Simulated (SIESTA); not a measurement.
## SIESTA run on InCuS2 (I-42d, 8 atoms in the cell): self-consistent single point

Method of the run: GGA PBE, numerical atomic orbitals DZP, PseudoDojo PBE standard norm-conserving potentials (rewritten from UPF to PSML) run with SIESTA.

This input was run:

```
# files in the folder: In.psml Cu.psml S.psml (PseudoDojo PBE standard)
SystemName  InCuS2
SystemLabel InCuS2

NumberOfAtoms                8
NumberOfSpecies              3
%block ChemicalSpeciesLabel
  1 49 In
  2 29 Cu
  3 16 S
%endblock ChemicalSpeciesLabel
LatticeConstant              1.0 Ang
%block LatticeVectors
    -2.778693000    2.778693000    5.600358000
     2.778693000   -2.778693000    5.600358000
     2.778693000    2.778693000   -5.600358000
%endblock LatticeVectors
AtomicCoordinatesFormat      Ang
%block AtomicCoordinatesAndAtomicSpecies
     0.000000000    0.000000000    5.600358000  1
     2.778693000    0.000000000    2.800179000  1
     0.000000000    2.778693000    2.800179000  2
     0.000000000    0.000000000    0.000000000  2
     1.549399217    1.389346500    7.000447500  3
     4.168039500    1.229293783   -1.400089500  3
     1.229293783    1.389346500    1.400089500  3
    -1.389346500    1.549399217    4.200268500  3
%endblock AtomicCoordinatesAndAtomicSpecies

XC.functional                GGA
XC.authors                   PBE
PAO.BasisSize                DZP
PAO.EnergyShift              0.01 Ry
MeshCutoff                   300 Ry
%block kgrid.MonkhorstPack
    6   0   0  0.5
    0   6   0  0.5
    0   0   6  0.5
%endblock kgrid.MonkhorstPack
OccupationFunction           MP
OccupationMPOrder            1
ElectronicTemperature        0.1 eV

MaxSCFIterations             150
SCF.Mixer.Method             Pulay
SCF.Mixer.Weight             0.25
SCF.Mixer.History            8
SCF.DM.Tolerance             1.0E-04
Diag.ParallelOverK           true
WriteForces                  true
```

Log, with long lists cut:

```
reinit: Reading from file input.fdf

reinit: System Name: InCuS2
reinit: System Label: InCuS2

coor:   Atomic-coordinates input format  =     Cartesian coordinates
coor:                                          (in Angstroms)

siesta: Atomic coordinates (Bohr) and species
siesta:      0.00000   0.00000  10.58314  1        1
siesta:      5.25097   0.00000   5.29157  1        2
siesta:      0.00000   5.25097   5.29157  2        3
siesta:      0.00000   0.00000   0.00000  2        4
siesta:      2.92794   2.62548  13.22893  3        5
siesta:      7.87645   2.32303  -2.64579  3        6
siesta:      2.32303   2.62548   2.64579  3        7
siesta:     -2.62548   2.92794   7.93736  3        8

siesta: System type = bulk

initatomlists: Number of atoms, orbitals, and projectors:      8   126   144

siesta: ******************** Simulation parameters ****************************
redata: Spin configuration                          = none
redata: Time-Reversal Symmetry                      = T
redata: Number of Atomic Species                    =        3
redata: Mesh Cutoff                                 =   300.0000 Ry
redata: Net charge of the system                    =     0.0000 |e|
redata: Min. number of SCF Iter                     =        0
redata: Max. number of SCF Iter                     =      150
redata: SCF convergence failure will abort job
redata: SCF mix quantity                            = Hamiltonian
redata: Mix DM or H after convergence               =   F
redata: Recompute H after scf cycle                 =   F
redata: Mix DM in first SCF step                    =   T
redata: No kicks to SCF
redata: DM Mixing Weight for Kicks                  =     0.5000
redata: Require Harris convergence for SCF          =   F
redata: Harris energy tolerance for SCF             =     0.000100 eV
redata: Require DM convergence for SCF              =   T
   [... lines left out ...]
diag: Used triangular part                          = Lower
diag: Absolute tolerance                            =  0.100E-15
diag: Orthogonalization factor                      =  0.100E-05
diag: Memory factor                                 =  1.0000

superc: Internal auxiliary supercell:     5 x     5 x     5  =     125
superc: Number of atoms, orbitals, and projectors:   1000  15750  18000

                        Single-point calculation

superc: Internal auxiliary supercell:     5 x     5 x     5  =     125
superc: Number of atoms, orbitals, and projectors:   1000  15750  18000

outcell: Unit cell vectors (Ang):
       -2.778693    2.778693    5.600358
        2.778693   -2.778693    5.600358
        2.778693    2.778693   -5.600358

outcell: Cell vector modules (Ang)   :    6.841511    6.841511    6.841511
outcell: Cell angles (23,13,12) (deg):    132.0733    132.0733     70.1132
outcell: Cell volume (Ang**3)        :    172.9645
new_DM -- step:     1
Initializing Density Matrix...

Attempting to read DM from file... Failed...
DM filled with atomic data:

InitMesh: MESH = 60 x 60 x 50 = 180000
InitMesh: Mesh cutoff (required, used) =   300.000   311.974 Ry

stepf: Methfessel-Paxton step function
       Using Hermite-Gauss polynomials of order  1
        iscf     Eharris(eV)        E_KS(eV)     FreeEng(eV)     dDmax    Ef(eV) dHmax(eV)
   scf:    1   -13055.722431   -14448.829582   -14448.829442  1.370916  1.255946131.353590
   scf:    2   -14615.709712   -15048.017177   -15048.017123  2.125805 -3.173263 56.625166
   scf:    3   -15140.225549   -15097.688281   -15097.688281  0.333831 -3.338372 36.260000
   scf:    4   -15146.690371   -15126.177098   -15126.177044  0.522910 -2.977614 13.588925
   scf:    5   -15130.914014   -15131.501919   -15131.501865  0.303853 -2.935045  2.937108
   scf:    6   -15129.297083   -15131.060747   -15131.060693  0.152750 -3.088831  4.729113
   [... 4 lines left out ...]
   scf:   11   -15131.756540   -15131.756353   -15131.755469  0.000772 -3.482953  0.082411
   scf:   12   -15131.756540   -15131.756561   -15131.755679  0.001430 -3.491334  0.013596
   scf:   13   -15131.756552   -15131.756564   -15131.755681  0.000360 -3.489225  0.010506
   scf:   14   -15131.756565   -15131.756567   -15131.755684  0.000209 -3.490487  0.003663
   scf:   15   -15131.756568   -15131.756567   -15131.755685  0.000054 -3.490161  0.000012
SCF Convergence by DM+H criterion
max |DM_out - DM_in|         :     0.0000540684
max |H_out - H_in|      (eV) :     0.0000121198
SCF cycle converged after 15 iterations

Using DM_out to compute the final energy and forces

siesta: E_KS(eV) =           -15131.7566

siesta: E_KS - E_eggbox =    -15131.7566

siesta: Atomic forces (eV/Ang):
     1   -0.002011   -0.001785    0.000094
     2   -0.001785   -0.002011    0.000094
     3   -0.002979   -0.002783    0.001538
     4   -0.002783   -0.002979    0.001538
     5    0.121499    0.002008   -0.001598
     6    0.002234   -0.115945    0.000214
     7   -0.115945    0.002234    0.000214
     8    0.002008    0.121499   -0.001598
   Tot    0.000238    0.000238    0.000497
   Max    0.121499
   Res    0.048514    sqrt( Sum f_i^2 / 3N )
   Max    0.121499    constrained

Stress tensor Voigt[x,y,z,yz,xz,xy] (kbar):       -3.81       -3.81      -10.34        1.18        1.18       -0.20
(Free)E + p*V (eV/cell)   -15131.1094
Target enthalpy (eV/cell)   -15131.7557

siesta: Program's energy decomposition (eV):
siesta: Ebs     =     -2122.655432
siesta: Eions   =     19229.149874
siesta: Ena     =      1699.260848
siesta: Ekin    =      7452.582433
siesta: Enl     =     -2466.994637
siesta: Eso     =         0.000000
siesta: Edftu   =         0.000000
siesta: DEna    =       110.144406
siesta: DUscf   =         5.939198
siesta: DUext   =         0.000000
siesta: Ex      =     -2543.628019
siesta: Ec      =      -159.910922
siesta: Exc     =     -2703.538941
siesta: Eharris =    -15131.756568
siesta: Etot    =    -15131.756567
siesta: FreeEng =    -15131.755685

siesta: Atomic forces (eV/Ang):
siesta:      1   -0.002011   -0.001785    0.000094
siesta:      2   -0.001785   -0.002011    0.000094
siesta:      3   -0.002979   -0.002783    0.001538
siesta:      4   -0.002783   -0.002979    0.001538
siesta:      5    0.121499    0.002008   -0.001598
siesta:      6    0.002234   -0.115945    0.000214
siesta:      7   -0.115945    0.002234    0.000214
siesta:      8    0.002008    0.121499   -0.001598
siesta: ----------------------------------------
siesta:    Tot    0.000238    0.000238    0.000497

siesta: Stress tensor (static) (eV/Ang**3):
siesta:    -0.002377   -0.000126    0.000739
siesta:    -0.000126   -0.002377    0.000739
siesta:     0.000739    0.000739   -0.006455

siesta: Cell volume =        172.964476 Ang**3

siesta: Pressure (static):
siesta:                Solid            Molecule  Units
siesta:           0.00004070          0.00003909  Ry/Bohr**3
siesta:           0.00373664          0.00358925  eV/Ang**3
siesta:           5.98675447          5.75061717  kBar
```

The run converged in 15 iterations.

The starting cell comes from a database of computed structures (which also holds hypothetical and non-ambient phases and stackings), without a prior relaxation at this level. Its lattice was rescaled by a random factor within 2.5 % of one. Values carry the incompleteness of an atom-centred basis.

Cost on one core of a shared machine: roughly 80 s.
